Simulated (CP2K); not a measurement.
Here is a CP2K 2026.2 calculation.

Contents of ta_bands.inp:

```
&GLOBAL
  PROJECT ta_bands
  RUN_TYPE ENERGY_FORCE
  PRINT_LEVEL LOW
&END GLOBAL
&FORCE_EVAL
  METHOD QS
  STRESS_TENSOR ANALYTICAL
  &DFT
    BASIS_SET_FILE_NAME BASIS_MOLOPT_UZH
    POTENTIAL_FILE_NAME POTENTIAL_UZH
    &MGRID
      CUTOFF 675
      REL_CUTOFF 60
      NGRIDS 5
    &END MGRID
    &QS
      METHOD GPW
      EPS_DEFAULT 1.0E-9
    &END QS
    &KPOINTS
      SCHEME MONKHORST-PACK 11 11 11
      GAMMA_CENTERED T
      SYMMETRY T
      SYMMETRY_BACKEND SPGLIB
    &END KPOINTS
    &SCF
      SCF_GUESS ATOMIC
      EPS_SCF 1.0E-6
      MAX_SCF 100
      ADDED_MOS 11
      CHOLESKY OFF
      EPS_EIGVAL 1.0E-7
      &DIAGONALIZATION ON
        ALGORITHM STANDARD
      &END DIAGONALIZATION
      &MIXING ON
        METHOD BROYDEN_MIXING
        ALPHA 0.4
        BETA 1.5
        NBUFFER 8
      &END MIXING
      &SMEAR ON
        METHOD FERMI_DIRAC
        ELECTRONIC_TEMPERATURE [K] 580.226
      &END SMEAR
    &END SCF
    &XC
      &XC_FUNCTIONAL
        &GGA_X_PBE_SOL
        &END GGA_X_PBE_SOL
        &GGA_C_PBE_SOL
        &END GGA_C_PBE_SOL
      &END XC_FUNCTIONAL
    &END XC
    &PRINT
      &KPOINTS ON
      &END KPOINTS
      &MULLIKEN ON
      &END MULLIKEN
      &MO ON
        ENERGIES T
        OCCUPATION_NUMBERS T
        &EACH
          QS_SCF 0
        &END EACH
        ADD_LAST NUMERIC
      &END MO
      &LOWDIN ON
      &END LOWDIN
      &HIRSHFELD ON
        SHAPE_FUNCTION DENSITY
      &END HIRSHFELD
      &BAND_STRUCTURE
        FILE_NAME bands.bs
        ADDED_MOS 4
        &KPOINT_SET
          UNITS B_VECTOR
          NPOINTS 8
          SPECIAL_POINT GAMMA 0.00000000 0.00000000 0.00000000
          SPECIAL_POINT H 0.50000000 -0.50000000 0.50000000
          SPECIAL_POINT N 0.00000000 0.00000000 0.50000000
          SPECIAL_POINT GAMMA 0.00000000 0.00000000 0.00000000
          SPECIAL_POINT P 0.25000000 0.25000000 0.25000000
          SPECIAL_POINT H 0.50000000 -0.50000000 0.50000000
        &END KPOINT_SET
        &KPOINT_SET
          UNITS B_VECTOR
          NPOINTS 8
          SPECIAL_POINT P 0.25000000 0.25000000 0.25000000
          SPECIAL_POINT N 0.00000000 0.00000000 0.50000000
        &END KPOINT_SET
      &END BAND_STRUCTURE
    &END PRINT
  &END DFT
  &SUBSYS
    &CELL
      ABC 2.8601008575 2.8601008575 2.8601008576
      ALPHA_BETA_GAMMA 109.4712206352 109.4712206341 109.4712206344
      PERIODIC XYZ
    &END CELL
    &COORD
      SCALED
      Ta  0.0000000000 0.0000000000 0.0000000000
    &END COORD
    &KIND Ta
      BASIS_SET TZVP-MOLOPT-PBE-GTH-q13
      POTENTIAL GTH-PBE-q13
    &END KIND
    &PRINT
      &ATOMIC_COORDINATES ON
      &END ATOMIC_COORDINATES
      &CELL ON
      &END CELL
    &END PRINT
  &END SUBSYS
  &PRINT
    &FORCES ON
    &END FORCES
    &STRESS_TENSOR ON
    &END STRESS_TENSOR
  &END PRINT
&END FORCE_EVAL
```

Potentials or basis: POTENTIAL_UZH Ta GTH-PBE-q13; TZVP-MOLOPT-PBE-GTH basis.

Command:

```bash
$ OMP_NUM_THREADS=1 cp2k.psmp -i ta_bands.inp -o ta_bands.out
```

(1) Predict the band gap on the k mesh.

(2) Estimate the pressure.

Results:

(1) none (metal or under the smearing width).

(2) -4.0 GPa.

Caveat: the potentials were made for another functional, which shifts forces and pressure; spin-orbit coupling is left out, which moves the levels of the heavy elements; the basis of atomic orbitals isn't converged, which shifts pressures, moduli and gaps.
